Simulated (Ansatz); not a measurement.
InP:

```
In P
1.0
     0.00000    2.76883    2.76883
     2.76883    0.00000    2.76883
     2.76883    2.76883    0.00000
In P
1 1
Direct
  0.00000 0.00000 0.00000
  0.50000 0.50000 0.50000
```

Measurements of this composition are mostly on another form, of space group No. 216.

- Program: Ansatz 0.2.0
- Task: relaxation of cell and atoms
- Functional: revPBE
- Dispersion: D4
- Potentials or basis: Ansatz PAW
- Cutoff: 420 eV (not typed: the program's choice for these potentials)
- k mesh: 8 × 8 × 8
- Occupations: fermi-dirac, width 0.05 eV
- Spin: no spin polarisation

At the start: volume 21.23 Å³/atom.

**Question.** How do energy, volume and symmetry change on relaxing?

**Answer.** It ends after 5 steps and the volume is 20.20 Å³/atom (-4.8 %); space group Fm-3m (No. 225, to 0.05 Å).

Step by step:
```
step  energy change (eV)  largest force (eV/Å)  volume (Å³)
   1              0.0000                0.0000        42.45
   2             -0.0127                0.0000        39.00
   3             -0.0256                0.0000        40.53
   4             -0.0257                0.0000        40.40
   5             -0.0251                0.0000        40.40
```

Final structure:
```
In P
1.0
     0.00000    2.72346    2.72346
     2.72346    0.00000    2.72346
     2.72346    2.72346    0.00000
In P
1 1
Direct
  0.00000 0.00000 0.00000
  0.50000 0.50000 0.50000
```

Caveat: the plane-wave basis is chosen anew once the cell has moved, so the energies of steps on either side of that aren't comparable; pairwise dispersion overbinds metals, which lowers pressure and volume; the PAW data sets come from PBE, with cores solved anew for the run's functional, which leaves a small shift of forces and pressure.
